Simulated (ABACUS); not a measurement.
# BAs (F-43m) in ABACUS: settings compared, part 2 of 2

ABACUS 3.10.1.

## 5. Single point, HSE-type (share 0.4, screening 0.11/bohr)

File INPUT:

```
INPUT_PARAMETERS
suffix              BAs
calculation         scf
basis_type          lcao
pseudo_dir          ./
orbital_dir         ./
symmetry            1
dft_functional      hse
ecutwfc             100
pseudo_rcut         7
nspin               1
nbands              13
ks_solver           genelpa
smearing_method     fd
smearing_sigma      0.00367493
scf_thr             1e-07
scf_nmax            100
mixing_type         broyden
mixing_beta         0.7
exx_hybrid_alpha    0.4
exx_hse_omega       0.11
exx_separate_loop   1
scf_ene_thr         1e-05
exx_pca_threshold   0.001
out_mul             1
```

File STRU:

```
ATOMIC_SPECIES
As 74.9216 As.upf
B 10.8100 B.upf

NUMERICAL_ORBITAL
As_confined-atom_7au_2s2p2d.orb
B_confined-atom_7au_2s2p1d.orb

LATTICE_CONSTANT
1.8897261246

LATTICE_VECTORS
0.0000000000 2.3885000000 2.3885000000
2.3885000000 0.0000000000 2.3885000000
2.3885000000 2.3885000000 0.0000000000

ATOMIC_POSITIONS
Direct

As
0.0
1
0.7500000000 0.7500000000 0.7500000000 1 1 1

B
0.0
1
0.0000000000 0.0000000000 0.0000000000 1 1 1
```

File KPT:

```
K_POINTS
0
Gamma
4 4 4 0 0 0
```

Potentials or basis: PseudoDojo NC SR 0.4.1 PBE standard, DZP LCAO (the cutoffs set its grid).

Launch:

```bash
$ OMP_NUM_THREADS=8 abacus > log
```

running log:

```text
ABACUS v3.10.1

               Atomic-orbital Based Ab-initio Computation at UStc

 ------------------------------------------------------------------------------------

 READING GENERAL INFORMATION
                           global_out_dir = OUT.BAs/
                           global_in_card = INPUT
                               pseudo_dir = ./
                              orbital_dir = ./
                                    DSIZE = 1
                                    GSIZE = 1

 READING UNITCELL INFORMATION
                                    ntype = 2
                  lattice constant (Bohr) = 1.88973
              lattice constant (Angstrom) = 1

 READING ATOM TYPE 1
                               atom label = As
                      L=0, number of zeta = 2
                      L=1, number of zeta = 2
                      L=2, number of zeta = 2
             number of atom for this type = 1

 READING ATOM TYPE 2
                               atom label = B
                      L=0, number of zeta = 2
[... 781 lines left out ...]
 E_entropy(-TS) -0.0000000000        -0.0000000000
 E_descf        0.0000000000         0.0000000000
 E_exx          -6.6514864003        -90.4981152132
 E_Fermi        0.8976646053         12.2133535245
----------------------------------------------------------

 charge density convergence is achieved
 final etot is -2816.8151462 eV
 EFERMI = 12.213353524 eV

 STATE ENERGY(eV) AND OCCUPATIONS    NSPIN == 1
 1/8 kpoint (Cartesian) = 0.0000 0.0000 0.0000 (3119 pws)
       1       -25.2796      0.0312500
       2       -25.2796      0.0312500
       3       -25.2796      0.0312500
       4       -25.2238      0.0312500
       5       -25.2238      0.0312500
       6       -7.20606      0.0312500
       7        10.4575      0.0312500
       8        10.4575      0.0312500
       9        10.4575      0.0312500
      10        15.3185    3.34193e-29
      11        15.3185    3.34193e-29
      12        15.3185    3.34193e-29
      13        17.5326    1.96211e-48
[... 61 lines left out ...]
 6/8 kpoint (Cartesian) = 0.0000 0.10467 0.10467 (3102 pws)
       1       -25.2720       0.375000
       2       -25.2651       0.375000
       3       -25.2581       0.375000
       4       -25.2253       0.375000
       5       -25.2222       0.375000
       6       -4.38049       0.375000
       7        2.81745       0.375000
       8        4.78781       0.375000
       9        8.23062       0.375000
      10        15.8103    2.14497e-32
      11        18.6284    7.13665e-57
      12        19.5771    4.10754e-65
      13        20.3754    4.77986e-72

[... levels at 2 further k points ...]

 --------------------------------------------
 !FINAL_ETOT_IS -2816.815146169989 eV
 --------------------------------------------
```

stdout:

```text
ABACUS v3.10.1

               Atomic-orbital Based Ab-initio Computation at UStc

 dft_functional readin is: hse
 dft_functional in pseudopot file is: PBE
 Please make sure this is what you need
[... 74 lines left out ...]
 GE2     -2.81681514e+03  -3.77193648e-06   5.4420e-05   1.68
 GE3     -2.81681514e+03  -3.15530990e-07   8.8885e-06   1.80
 GE4     -2.81681514e+03  -2.40254967e-09   7.3985e-07   1.88
 GE5     -2.81681514e+03  -3.41646972e-09   9.5810e-08   2.29
EDIFF/eV (outer loop): 4.42654406e-05
 Updating EXX and rerun SCF	5.962e+00 (s)
 ITER       ETOT/eV          EDIFF/eV         DRHO     TIME/s
 GE1     -2.81681515e+03   0.00000000e+00   4.1889e-05   1.56
 GE2     -2.81681515e+03  -1.62427130e-07   1.1267e-05   1.56
 GE3     -2.81681515e+03  -1.05881559e-08   1.6345e-06   1.63
 GE4     -2.81681515e+03  -3.63108666e-10   1.5482e-07   1.67
 GE5     -2.81681515e+03  -2.83913081e-09   1.9203e-08   1.94
EDIFF/eV (outer loop): 1.74658014e-06
```

mulliken.txt:

```text
 0
CALCULATE THE MULLIkEN ANALYSIS FOR EACH ATOM
 Total charge:	18
Decomposed Mulliken populations
[... 44 lines left out ...]
px                                     1              0.0086
py                                     1              0.0096
SUM OVER M                                           -0.0525
SUM OVER M+Zeta                                       1.5748

dz^2                                   0              0.0367
dxz                                    0              0.0455
dyz                                    0              0.0370
dx^2-y^2                               0              0.0171
dxy                                    0              0.0567
SUM OVER M                                            0.1931
SUM OVER M+Zeta                                       0.1931

SUM OVER M+Zeta+L                                     3.0911

Total Charge on atom:                  B              3.0911
```

It took 2.5 min on 8 threads of Intel Xeon Platinum 8259CL at 2.50GHz (Skylake/Cascade Lake), shared host; peak memory 3 GiB.

Results:

- Free energy: -2816.8151 eV
- Band gap on the k mesh: 3.03 eV, indirect (least direct gap 4.86 eV)
- Mulliken charges: As +0.09; B -0.09 e

Caveat: the k mesh is coarse (spacing up to 0.57 Å⁻¹), so the values aren't converged, least of all with exact exchange; the atomic orbitals were generated for these runs and aren't a published set; the hybrid runs on potentials with a model core; gaps of hybrids in this basis differ from plane-wave ones by up to 0.1 eV; Mulliken charges move with the basis; the basis of atomic orbitals isn't converged, which shifts pressures, moduli and gaps. A k mesh can miss the band edges.

## 6. Summary

```csv
level,share of exact exchange,screening of the exchange,threshold of the auxiliary basis,gap on the mesh (eV)
PBE,-,-,-,1.48
"HSE-type (share 0.1, screening 0.11/bohr)",0.1,0.11 1/bohr,0.001,1.88
"HSE-type (share 0.25, screening 0.11/bohr)",0.25,0.11 1/bohr,0.001,2.44
"HSE-type (share 0.4, screening 0.11/bohr)",0.4,0.11 1/bohr,0.001,3.03
```

Alike in all rows: task single point; potentials or basis PseudoDojo NC SR 0.4.1 PBE standard, DZP LCAO (the cutoffs set its grid); no spin polarisation; cell as given; k mesh 4 × 4 × 4; cutoff (eV) 1361; smearing fermi-dirac 0.05 eV; the mesh is coarse, so values aren't converged.

Caveats: all runs use coarse meshes; the atomic orbitals were generated for these runs and aren't a published set; the basis of atomic orbitals isn't converged, which shifts pressures, moduli and gaps; the hybrid runs on potentials with a model core (some runs); gaps of hybrids in this basis differ from plane-wave ones by up to 0.1 eV (some runs).

Total energies depend on the potentials used, so only differences within one code and one set of settings carry meaning.
